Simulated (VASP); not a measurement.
Input:

```
ZnTe
1.0
    0.00000     3.03240     3.03240
    3.03240     0.00000     3.03240
    3.03240     3.03240     0.00000
Zn Te
1 1
Cartesian
  0.00000   0.00000   0.00000
  1.51620   1.51620   1.51620
```

The numbers are results of PBEsol GGA, VASP's PBE PAW potentials (set 64) (plane waves; VASP), not measurements. Numerical set-up: 400 eV cut-off, Gaussian smearing of 0.050 eV, potentials Zn Te.

Unless said otherwise, spin-orbit coupling is left out, though it shifts the bands of the heavy elements here.

**Question.** Give the energies of bands 2 to 12 at the high-symmetry points, in eV from the valence-band maximum.

**Answer.** 
```
band      Γ      X      U      L      W
----  -----  -----  -----  -----  -----
2     -6.98  -6.92  -6.90  -6.92  -6.89
3     -6.98  -6.82  -6.84  -6.92  -6.85
4     -6.98  -6.82  -6.78  -6.73  -6.76
5     -6.73  -6.71  -6.72  -6.73  -6.75
6     -6.73  -6.52  -6.47  -6.58  -6.43
7      0.00  -5.12  -5.00  -5.32  -4.98
8      0.00  -2.26  -3.20  -0.93  -2.94
9      0.00  -2.26  -1.88  -0.93  -2.72
10     1.24   2.17   2.55   1.73   4.56
11     4.33   2.23   4.69   4.99   4.75
12     4.33   9.83   7.69   4.99   5.74
```

The gap is direct, 1.24 eV, from the valence maximum at Γ to the conduction minimum at Γ.

Measured: gap 2.43 eV (computed value off by -1.19 eV), as given by Anna Miglio et al., npj Computational Materials (2020), arXiv:2011.12765 [zero-point renormalisation of 40 meV (experimental, the table's column) added back].

The compound is ZnTe in the zinc blende structure. It was relaxed first.
